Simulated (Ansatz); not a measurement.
# Residual resistivity of an alloy: Rh(111) with 4 layers of random Rh-Re, 2x2

How strongly does chemical disorder scatter in Rh(111) with 4 layers of random Rh-Re, 2x2?

Method: Ansatz plane-wave DFT, PBE, PAW files; ballistic transport by layer matching (Landauer), zero bias; PAW set soft_1, in Ansatz 0.2.0.

## Step 1: The starting structure

The cell holds 40 atoms: 32 Rh and 8 Re. Its edges and angles: a = 5.378 Å, b = 5.378 Å, c = 22.012 Å, α = 93.5°, β = 86.5°, γ = 120.0°. It derives from Rh. Regions: lead, 24 atoms (24 Rh); scattering region, 16 atoms (8 Re and 8 Rh). The structure is stacked along c, and the current runs across the ab planes.

## Step 2: With 4 alloy layers

In 4 layers a share of 0.5 of the sites is given to Re at random. The layers about the cell's end stay perfect and serve as the lead. Disorder leaves little or no symmetry, which makes such runs dear. Energies from -0.05 to 0.05 eV in steps of 0.05 eV are too few for the program's thermal sum, so it prints no conductance; for a metal the transmission near the Fermi level serves, at a fraction of the cost.

Contents of input.yaml:

```yaml
crystal:
  lattice:
    - [5.3783955991, 0.0, 0.0]
    - [-2.6891977995, 4.6578272204, 0.0]
    - [1.3445988998, -0.7763045367, 21.9572080876]
  atoms:
    - { symbol: Rh, position: [0.9916666667, 0.0083333333, 0.05] }
    - { symbol: Rh, position: [0.9916666667, 0.5083333333, 0.05] }
    - { symbol: Rh, position: [0.4916666667, 0.0083333333, 0.05] }
    - { symbol: Rh, position: [0.4916666667, 0.5083333333, 0.05] }
    - { symbol: Rh, position: [0.1416666667, 0.3583333333, 0.15] }
    - { symbol: Rh, position: [0.1416666667, 0.8583333333, 0.15] }
    - { symbol: Rh, position: [0.6416666667, 0.3583333333, 0.15] }
    - { symbol: Rh, position: [0.6416666667, 0.8583333333, 0.15] }
    - { symbol: Rh, position: [0.2916666667, 0.2083333333, 0.25] }
    - { symbol: Rh, position: [0.2916666667, 0.7083333333, 0.25] }
    - { symbol: Rh, position: [0.7916666667, 0.2083333333, 0.25] }
    - { symbol: Rh, position: [0.7916666667, 0.7083333333, 0.25] }
    - { symbol: Re, position: [0.9416666667, 0.0583333333, 0.35] }
    - { symbol: Rh, position: [0.9416666667, 0.5583333333, 0.35] }
    - { symbol: Rh, position: [0.4416666667, 0.0583333333, 0.35] }
    - { symbol: Rh, position: [0.4416666667, 0.5583333333, 0.35] }
    - { symbol: Re, position: [0.0916666667, 0.4083333333, 0.45] }
    - { symbol: Rh, position: [0.0916666667, 0.9083333333, 0.45] }
    - { symbol: Re, position: [0.5916666667, 0.4083333333, 0.45] }
    - { symbol: Re, position: [0.5916666667, 0.9083333333, 0.45] }
    - { symbol: Re, position: [0.2416666667, 0.2583333333, 0.55] }
    - { symbol: Rh, position: [0.2416666667, 0.7583333333, 0.55] }
    - { symbol: Rh, position: [0.7416666667, 0.2583333333, 0.55] }
    - { symbol: Rh, position: [0.7416666667, 0.7583333333, 0.55] }
    - { symbol: Re, position: [0.8916666667, 0.1083333333, 0.65] }
    - { symbol: Re, position: [0.8916666667, 0.6083333333, 0.65] }
    - { symbol: Rh, position: [0.3916666667, 0.1083333333, 0.65] }
    - { symbol: Re, position: [0.3916666667, 0.6083333333, 0.65] }
    - { symbol: Rh, position: [0.0416666667, 0.4583333333, 0.75] }
    - { symbol: Rh, position: [0.0416666667, 0.9583333333, 0.75] }
    - { symbol: Rh, position: [0.5416666667, 0.4583333333, 0.75] }
    - { symbol: Rh, position: [0.5416666667, 0.9583333333, 0.75] }
    - { symbol: Rh, position: [0.1916666667, 0.3083333333, 0.85] }
    - { symbol: Rh, position: [0.1916666667, 0.8083333333, 0.85] }
    - { symbol: Rh, position: [0.6916666667, 0.3083333333, 0.85] }
    - { symbol: Rh, position: [0.6916666667, 0.8083333333, 0.85] }
    - { symbol: Rh, position: [0.8416666667, 0.1583333333, 0.95] }
    - { symbol: Rh, position: [0.8416666667, 0.6583333333, 0.95] }
    - { symbol: Rh, position: [0.3416666667, 0.1583333333, 0.95] }
    - { symbol: Rh, position: [0.3416666667, 0.6583333333, 0.95] }
kpoints:
  mp_grid: { grid: [5, 5, 1] }
hamiltonian:
  xc: pbe
  pseudopotentials: { kind: paw, azcp: { folder: soft_1 } }
scf:
  occupations: { method: fermi_dirac, width: 0.1 }
output:
  transmission:
    leads: [[0, 4]]
    kmesh: [10, 10]
    e_range: [-0.05, 0.05]
    de: 0.05
  write_potential: true
  write_density: true
  volumetric_format: npy
```

Launch:

```bash
ansatz run input.yaml --threads 4 --pin off --max-ram 15360MiB --backend cpu --events-out ev --progress --plain --runs-dir out
```

Numbers of over 12 decimals in the logs are rounded to 6 here.

The log of the run:

```text
Engine: ansatz 0.2.0, aarch64-unknown-linux-gnu
Pseudopotentials: kind: paw
Pseudopotential: Rh, paw, valence charge 17, recommended cutoff 420 eV (normal), soft_1/Rh.paw.azcp
Pseudopotential: Re, paw, valence charge 15, recommended cutoff 420 eV (normal), soft_1/Re.paw.azcp
Functional definition: PBE
  parameter kappa = 0.804
  parameter beta = 0.066725
  exchange = pbe_x(kappa = kappa, mu = beta*pi^2/3)
  correlation = pbe_c(beta = beta)
Crystal: 40 atoms, lattice volume = 550.064 Å³
Basis set: ecut = 420 eV, 10671 PW (Γ)
Bands: 399, of which v1, the nominal top of the filled ones, is band 332 counted from 1 (331 counted from 0)
Symmetry: 1 space group operations
Space group: P1 (ITA 1), of the structure as read, at distance tolerance 8.2e-5 Å
k-points: 13 of 25 (time reversal used)
Non-local potential: Rh, projectors of the file, l = 0: 3, l = 1: 2, l = 2: 2, l = 3: 1
Non-local potential: Re, projectors of the file, l = 0: 3, l = 1: 2, l = 2: 2, l = 3: 1
PAW form: soft (Blöchl's): semilocal exchange-correlation on the pseudo side does not see the compensation charge
PAW one-centre angular grid: Rh, 590 points (default); XC on 64 Gauss nodes
PAW one-centre angular grid: Re, 590 points (default); XC on 64 Gauss nodes
Initial density: superposition of atomic densities (chi_scale 0.1, normalization cell, long waves of neutral atoms (reshape's long-wave potential 9.20 eV rms, cloud 2.93 Å wide))
Initial wavefunctions: pseudopotential atomic-orbital guess
Functional: x = pbe(κ = 0.804, μ = 0.219515), c = pbe(β = 0.066725)
SCF iter   1: F=—  HF=-291913.085666 eV  |F-HF|=—  |Δ(HF+E_count)|=         —  Δρ=2.07e-1  dr2=2.31e3  ethr=3.10e-3  ⟨swp⟩=5.0  Hψ=15701  notcnv=0  defer=40
preconditioner: auto → Kerker (q_TF=auto, 2.815 Å⁻¹)  [metal: Δε(μ)=0.004 eV  Ē_g=6.007 eV  σ=0.100 eV  W_gap=0.01  n_scr=218 (ndim 8)  ℏωp=29.4 eV  f_vac=0.000  D(μ)=39.32/eV (n_scr^D=412)]
SCF iter   2: F=—  HF=-291866.141463 eV  |F-HF|=—  |Δ(HF+E_count)|=    4.69e1  Δρ=1.01e-1  dr2=9.29e2  ethr=3.10e-3  ⟨swp⟩=2.0  Hψ=10306  notcnv=0  defer=192
SCF iter   3: F=—  HF=-291850.931814 eV  |F-HF|=—  |Δ(HF+E_count)|=    1.52e1  Δρ=2.72e-2  dr2=9.75e0  ethr=3.10e-3  ⟨swp⟩=2.1  Hψ=8730  notcnv=0  defer=206
SCF iter   4: F=—  HF=-291850.154533 eV  |F-HF|=—  |Δ(HF+E_count)|=   7.77e-1  Δρ=9.36e-3  dr2=1.45e1  ethr=1.47e-3  ⟨swp⟩=2.0  Hψ=6300  notcnv=0  defer=241
SCF iter   5: F=—  HF=-291849.981196 eV  |F-HF|=—  |Δ(HF+E_count)|=   1.73e-1  Δρ=2.22e-3  dr2=7.59e-2  ethr=1.47e-3  ⟨swp⟩=1.0  Hψ=4946  notcnv=0  defer=241
SCF iter   6: F=—  HF=-291849.974900 eV  |F-HF|=—  |Δ(HF+E_count)|=   6.30e-3  Δρ=6.99e-4  dr2=7.63e-2  ethr=1.14e-5  ⟨swp⟩=1.7  Hψ=5908  notcnv=0  defer=235
SCF iter   7: F=—  HF=-291849.974094 eV  |F-HF|=—  |Δ(HF+E_count)|=   8.06e-4  Δρ=1.76e-4  dr2=1.29e-3  ethr=1.14e-5  ⟨swp⟩=1.0  Hψ=4952  notcnv=0  defer=235
SCF iter   8: F=—  HF=-291849.974047 eV  |F-HF|=—  |Δ(HF+E_count)|=   4.71e-5  Δρ=5.43e-5  dr2=2.36e-4  ethr=1.94e-7  ⟨swp⟩=1.0  Hψ=4952  notcnv=0  defer=235
SCF iter   9: F=—  HF=-291849.974019 eV  |F-HF|=—  |Δ(HF+E_count)|=   2.77e-5  Δρ=1.33e-5  dr2=3.01e-6  ethr=3.55e-8  ⟨swp⟩=1.0  Hψ=4952  notcnv=0  defer=235
SCF iter  10: F=—  HF=-291849.974962 eV  |F-HF|=—  |Δ(HF+E_count)|=   9.43e-4  Δρ=3.98e-6  dr2=7.04e-7  ethr=4.53e-10  ⟨swp⟩=2.0  Hψ=6870  notcnv=0  defer=235
SCF iter  11: F=-291849.974962 eV  HF=-291849.974962 eV  |F-HF|=1.47e-8  |Δ(HF+E_count)|=   1.52e-8  Δρ=9.32e-7  dr2=1.68e-8  ethr=1.51e-11  ⟨swp⟩=7.5  Hψ=14393  notcnv=0
SCF 1 converged in 11 iterations: F = -291849.974962 eV  dr2 = 1.68e-8
  greatest PAW one-centre occupation: 1.000 electrons in one spin orbital (limit 2), on the Rh atom at site 17 (counted from 0), in its partial waves of l = 0
transmission: 205 of 2028 steps passed
transmission: 406 of 2028 steps passed
[...]
transmission: 2028 of 2028 steps passed
SCF converged after 11 iterations
Free energy (F): -291849.974962 eV
Harris-Foulkes:  -291849.974962 eV  (|F-HF|=1.47e-8)
Internal energy: -291848.474694 eV  (E = F + TS)
E sigma→0 (E₀):  -291849.224828 eV
Entropy (-TS):   -1.500269 eV (-37.507 meV/atom)
Fermi energy:    23.246097 eV
--- Per-component energies (eV) ---
  E_band       = -3016.551883
  E_kinetic    = 21415.123512
  E_local      = -54315.675005  (includes V_loc(G=0)·N_el)
  E_nonlocal   = 10176.470518
  E_hartree    = 20310.723788
  E_xc         = -9327.676445
  E_vxc        = -10448.452194  (∫ρ·V_xc dr)
  E_paw        = -184945.567901  (= ΣΔE_a)
  E_vpaw       = -10465.461326  (= ΣTr[D̂ρ^β])
  E_aug_tail   = 0.002805  (compensation charges beyond the density's cutoff)
  E_ewald      = -95161.875966
  E_smearing   = -1.500269  (= −TS)
  E_closure    = 0.000000  (closes the sum)
  Σ components = -291849.974962   (vs F -291849.974962, Δ=0.00e0)
--- Band table (eV; the first three rows and the last of 13) ---
  k-point 0: bands = [... 328 lower, 23.8284, 23.8324, 23.8327, 23.8427, 23.8486, 23.8632, 23.8746, 23.8799, ... 63 higher]
  k-point 1: bands = [... 328 lower, 23.4150, 23.4550, 23.4831, 23.5210, 23.5360, 23.5828, 23.6150, 23.6223, ... 63 higher]
  k-point 2: bands = [... 328 lower, 22.7289, 22.7852, 22.9021, 22.9263, 22.9895, 23.0087, 23.0656, 23.1432, ... 63 higher]
  k-point 12: bands = [... 328 lower, 23.0931, 23.1709, 23.2333, 23.2736, 23.3279, 23.3523, 23.3652, 23.3994, ... 63 higher]
--- Transmission ---
  basis      : 211 plane waves across, 39 finite elements along
  points     : 52, standing for a mesh of 10 x 10
  energies   : 3 from -0.050000 to 0.050000 eV about the Fermi level, 0.050000 eV apart; the leads are filled to 0.000000 eV, and channels, transmission and decay are at 0.000000 eV
  crystal 0  : Rh4, at the sites [0, 4], period 2.1957 Å, over 13.17 Å; its Hamiltonian steps by up to 49.2 meV: too much for a lead, lay more layers or, if its atoms are ordered, name the step of that order
    offset         : up to 0.0000 Å between an atom of the period and one for which it stands
    channels       : 7.200000e0 a spin
    conductance    : none, the energies end too early or step too widely for 300 K: set another output.transmission.e_range or a lower de, or, where they end at an eighth of basis.ecutwfc, a higher one
  junction   : crystal 0 to crystal 0, 0.70 to 20.46 Å
    transmission   : 2.812303e0 a spin
    conductance    : none, the energies end too early or step too widely for 300 K: set another output.transmission.e_range or a lower de, or, where they end at an eighth of basis.ecutwfc, a higher one
```

Run time: 7 min. Hardware: 4 threads of Arm Neoverse V2, shared host; peak memory 5 GiB; 26 min of CPU time.

The column dr2 measures how far the density is from self-consistency, as an energy; F and HF (Harris–Foulkes) agree once it is small.

This step gave:

| Quantity | Value |
| --- | --- |
| free energy | -291849.9750 eV |
| energy at zero smearing | -291849.2248 eV |
| Fermi energy | 23.25 eV |
| cell area | 25.05 Å² |
| transmission per spin nearest the Fermi level | 2.812 |
| open channels per spin nearest the Fermi level | 7.2 |
| step of the lead's potential | 49.2 meV |

Per spin. Transmission, zone mean against energy, zero at the Fermi level:

| energy (eV) | transmission, zone mean |
| --- | --- |
| -0.0500 | 2.82 |
| 0.0000 | 2.81 |
| 0.0500 | 2.78 |

Per spin. Table of open channels, zone mean, lead by energy, zero at the Fermi level:

| energy (eV) | open channels, zone mean, lead |
| --- | --- |
| -0.0500 | 6.72 |
| 0.0000 | 7.2 |
| 0.0500 | 7.08 |

Transmission over k1 and k2. At 0.0000 eV from the Fermi level.

Ten even steps from '_' (2.08) to '@' (6.74):
```
..______________--..
__..........____----
..::....--__________
____..::++++::______
____::..++@@++..::__
________::++++::..__
..__________--....::
__----____..........
....--______________
..__......__......__
```
Columns: k1 (b1) from -0.5 to 0.4; rows upwards: k2 (b2) from -0.5 to 0.4.

Open channels over k1 and k2. At 0.0000 eV from the Fermi level.

Values, 10 rows by 10 columns:
```
 6.0  6.0  6.0 10.0  6.0  6.0  6.0  6.0 10.0  6.0
 7.0  6.0  7.0  8.0  8.0  7.0  6.0  7.0 10.0 10.0
 7.0 10.0  8.0  6.0  7.0  6.0  8.0 10.0  7.0  6.0
 6.0  6.0  8.0  7.0  9.0  9.0  7.0  8.0  6.0  6.0
 6.0  6.0  7.0  6.0  9.0 12.0  9.0  6.0  7.0  6.0
 6.0  6.0  6.0  8.0  7.0  9.0  9.0  7.0  8.0  6.0
 7.0  6.0  7.0 10.0  8.0  6.0  7.0  6.0  8.0 10.0
 7.0 10.0 10.0  7.0  6.0  7.0  8.0  8.0  7.0  6.0
 6.0  6.0 10.0  6.0  6.0  6.0  6.0 10.0  6.0  6.0
 6.0  6.0  7.0  7.0  6.0  6.0  6.0  7.0  7.0  6.0
```
Columns: k1 (b1) from -0.5 to 0.4; rows upwards: k2 (b2) from -0.5 to 0.4.

Over the solved energies the transmission per spin lies between 2.78 and 2.82, out of 7 channels of the lead on average (up to 7.2). The log calls the step of a lead's potential too much.

## Step 3: With 8 alloy layers

In 8 layers a share of 0.5 of the sites is given to Re at random. A fresh draw is used; the growth of the resistance with length is what counts.

System of this step: Rh(111) with 8 layers of random Rh-Re, 2x2. The cell holds 56 atoms: 40 Rh and 16 Re. Cell: a = 5.378 Å, b = 5.378 Å, c = 30.779 Å, α = 87.5°, β = 92.5°, γ = 120.0°. It derives from Rh. Regions: lead, 24 atoms (24 Rh); scattering region, 32 atoms (16 Rh and 16 Re). The structure is stacked along c, and the current runs across the ab planes.

Contents of input.yaml:

```yaml
crystal:
  lattice:
    - [5.3783955991, 0.0, 0.0]
    - [-2.6891977995, 4.6578272204, 0.0]
    - [-1.3445988998, 0.7763045367, 30.7400913226]
  atoms:
    - { symbol: Rh, position: [0.005952381, 0.994047619, 0.0357142857] }
    - { symbol: Rh, position: [0.005952381, 0.494047619, 0.0357142857] }
    - { symbol: Rh, position: [0.505952381, 0.994047619, 0.0357142857] }
    - { symbol: Rh, position: [0.505952381, 0.494047619, 0.0357142857] }
    - { symbol: Rh, position: [0.1845238095, 0.3154761905, 0.1071428571] }
    - { symbol: Rh, position: [0.1845238095, 0.8154761905, 0.1071428571] }
    - { symbol: Rh, position: [0.6845238095, 0.3154761905, 0.1071428571] }
    - { symbol: Rh, position: [0.6845238095, 0.8154761905, 0.1071428571] }
    - { symbol: Rh, position: [0.3630952381, 0.1369047619, 0.1785714286] }
    - { symbol: Rh, position: [0.3630952381, 0.6369047619, 0.1785714286] }
    - { symbol: Rh, position: [0.8630952381, 0.1369047619, 0.1785714286] }
    - { symbol: Rh, position: [0.8630952381, 0.6369047619, 0.1785714286] }
    - { symbol: Rh, position: [0.0416666667, 0.9583333333, 0.25] }
    - { symbol: Rh, position: [0.0416666667, 0.4583333333, 0.25] }
    - { symbol: Rh, position: [0.5416666667, 0.9583333333, 0.25] }
    - { symbol: Re, position: [0.5416666667, 0.4583333333, 0.25] }
    - { symbol: Re, position: [0.2202380952, 0.2797619048, 0.3214285714] }
    - { symbol: Rh, position: [0.2202380952, 0.7797619048, 0.3214285714] }
    - { symbol: Re, position: [0.7202380952, 0.2797619048, 0.3214285714] }
    - { symbol: Rh, position: [0.7202380952, 0.7797619048, 0.3214285714] }
    - { symbol: Re, position: [0.3988095238, 0.1011904762, 0.3928571429] }
    - { symbol: Re, position: [0.3988095238, 0.6011904762, 0.3928571429] }
    - { symbol: Rh, position: [0.8988095238, 0.1011904762, 0.3928571429] }
    - { symbol: Re, position: [0.8988095238, 0.6011904762, 0.3928571429] }
    - { symbol: Rh, position: [0.0773809524, 0.9226190476, 0.4642857143] }
    - { symbol: Rh, position: [0.0773809524, 0.4226190476, 0.4642857143] }
    - { symbol: Rh, position: [0.5773809524, 0.9226190476, 0.4642857143] }
    - { symbol: Re, position: [0.5773809524, 0.4226190476, 0.4642857143] }
    - { symbol: Re, position: [0.255952381, 0.244047619, 0.5357142857] }
    - { symbol: Re, position: [0.255952381, 0.744047619, 0.5357142857] }
    - { symbol: Re, position: [0.755952381, 0.244047619, 0.5357142857] }
    - { symbol: Re, position: [0.755952381, 0.744047619, 0.5357142857] }
    - { symbol: Rh, position: [0.4345238095, 0.0654761905, 0.6071428571] }
    - { symbol: Rh, position: [0.4345238095, 0.5654761905, 0.6071428571] }
    - { symbol: Re, position: [0.9345238095, 0.0654761905, 0.6071428571] }
    - { symbol: Re, position: [0.9345238095, 0.5654761905, 0.6071428571] }
    - { symbol: Re, position: [0.1130952381, 0.8869047619, 0.6785714286] }
    - { symbol: Rh, position: [0.1130952381, 0.3869047619, 0.6785714286] }
    - { symbol: Rh, position: [0.6130952381, 0.8869047619, 0.6785714286] }
    - { symbol: Rh, position: [0.6130952381, 0.3869047619, 0.6785714286] }
    - { symbol: Rh, position: [0.2916666667, 0.2083333333, 0.75] }
    - { symbol: Rh, position: [0.2916666667, 0.7083333333, 0.75] }
    - { symbol: Re, position: [0.7916666667, 0.2083333333, 0.75] }
    - { symbol: Re, position: [0.7916666667, 0.7083333333, 0.75] }
    - { symbol: Rh, position: [0.4702380952, 0.0297619048, 0.8214285714] }
    - { symbol: Rh, position: [0.4702380952, 0.5297619048, 0.8214285714] }
    - { symbol: Rh, position: [0.9702380952, 0.0297619048, 0.8214285714] }
    - { symbol: Rh, position: [0.9702380952, 0.5297619048, 0.8214285714] }
    - { symbol: Rh, position: [0.1488095238, 0.8511904762, 0.8928571429] }
    - { symbol: Rh, position: [0.1488095238, 0.3511904762, 0.8928571429] }
    - { symbol: Rh, position: [0.6488095238, 0.8511904762, 0.8928571429] }
    - { symbol: Rh, position: [0.6488095238, 0.3511904762, 0.8928571429] }
    - { symbol: Rh, position: [0.3273809524, 0.1726190476, 0.9642857143] }
    - { symbol: Rh, position: [0.3273809524, 0.6726190476, 0.9642857143] }
    - { symbol: Rh, position: [0.8273809524, 0.1726190476, 0.9642857143] }
    - { symbol: Rh, position: [0.8273809524, 0.6726190476, 0.9642857143] }
kpoints:
  mp_grid: { grid: [5, 5, 1] }
hamiltonian:
  xc: pbe
  pseudopotentials: { kind: paw, azcp: { folder: soft_1 } }
scf:
  occupations: { method: fermi_dirac, width: 0.1 }
output:
  transmission:
    leads: [[0, 4]]
    kmesh: [10, 10]
    e_range: [-0.05, 0.05]
    de: 0.05
  write_potential: true
  write_density: true
  volumetric_format: npy
```

The log of the run:

```text
[...]
Crystal: 56 atoms, lattice volume = 770.090 Å³
Basis set: ecut = 420 eV, 14937 PW (Γ)
Bands: 552, of which v1, the nominal top of the filled ones, is band 460 counted from 1 (459 counted from 0)
Symmetry: 1 space group operations
[...]
k-points: 13 of 25 (time reversal used)
[...]
SCF iter   1: F=—  HF=-430127.166938 eV  |F-HF|=—  |Δ(HF+E_count)|=         —  Δρ=2.26e-1  dr2=5.09e3  ethr=3.10e-3  ⟨swp⟩=5.0  Hψ=22124  notcnv=0  defer=14
[...]
SCF iter  12: F=-430028.057499 eV  HF=-430028.057499 eV  |F-HF|=4.89e-9  |Δ(HF+E_count)|=   1.80e-9  Δρ=2.42e-7  dr2=5.14e-9  ethr=1.09e-11  ⟨swp⟩=1.2  Hψ=7230  notcnv=0
SCF 1 converged in 12 iterations: F = -430028.057499 eV  dr2 = 5.14e-9
[...]
transmission: 300 of 2964 steps passed
transmission: 594 of 2964 steps passed
[...]
transmission: 2964 of 2964 steps passed
SCF converged after 12 iterations
Free energy (F): -430028.057499 eV
[...]
Internal energy: -430026.054504 eV  (E = F + TS)
E sigma→0 (E₀):  -430027.056001 eV
Entropy (-TS):   -2.002994 eV (-35.768 meV/atom)
Fermi energy:    23.594163 eV
[...]
--- Band table (eV; the first three rows and the last of 13) ---
  k-point 0: bands = [... 456 lower, 24.1366, 24.1572, 24.1683, 24.1739, 24.1752, 24.1889, 24.2056, 24.2071, ... 88 higher]
  k-point 1: bands = [... 456 lower, 23.8111, 23.8218, 23.8440, 23.8596, 23.9034, 23.9138, 23.9481, 23.9744, ... 88 higher]
  k-point 2: bands = [... 456 lower, 23.1708, 23.2111, 23.2425, 23.2746, 23.2946, 23.3367, 23.4041, 23.4153, ... 88 higher]
  k-point 12: bands = [... 456 lower, 23.4567, 23.5558, 23.5711, 23.6244, 23.6407, 23.6561, 23.6783, 23.6897, ... 88 higher]
--- Transmission ---
  basis      : 211 plane waves across, 57 finite elements along
  points     : 52, standing for a mesh of 10 x 10
[...]
channels       : 7.040000e0 a spin
[...]
junction   : crystal 0 to crystal 0, 0.70 to 29.24 Å
    transmission   : 2.296611e0 a spin
[...]
```

Run time: 12 min. Hardware: 4 threads; peak memory 8.4 GiB; 45 min of CPU time.

This step gave:

```
free energy                                    : -430028.0575 eV
energy at zero smearing                        : -430027.0560 eV
Fermi energy                                   : 23.59 eV
transmission per spin nearest the Fermi level  : 2.297
open channels per spin nearest the Fermi level : 7.04
step of the lead's potential                   : 42.1 meV
```

Per spin. The transmission, zone mean by energy, zero at the Fermi level:

| energy (eV) | transmission, zone mean |
| --- | --- |
| -0.0500 | 2.38 |
| 0.0000 | 2.30 |
| 0.0500 | 2.28 |

Over the solved energies the transmission per spin lies between 2.28 and 2.38, out of 6.95 channels of the lead on average (up to 7.08). The log calls the step of a lead's potential too much.

[end of part 1 of 2]

[Logs are printed without paths, hosts, clocks, repeated set-up lines and the standing remarks that a program may print on its own settings, such as how far it seeks lower states.]

[Hosts, paths, dates, database ids (printed as entryN), source tags and the programs' standing remarks are cut or masked in the printed files.]
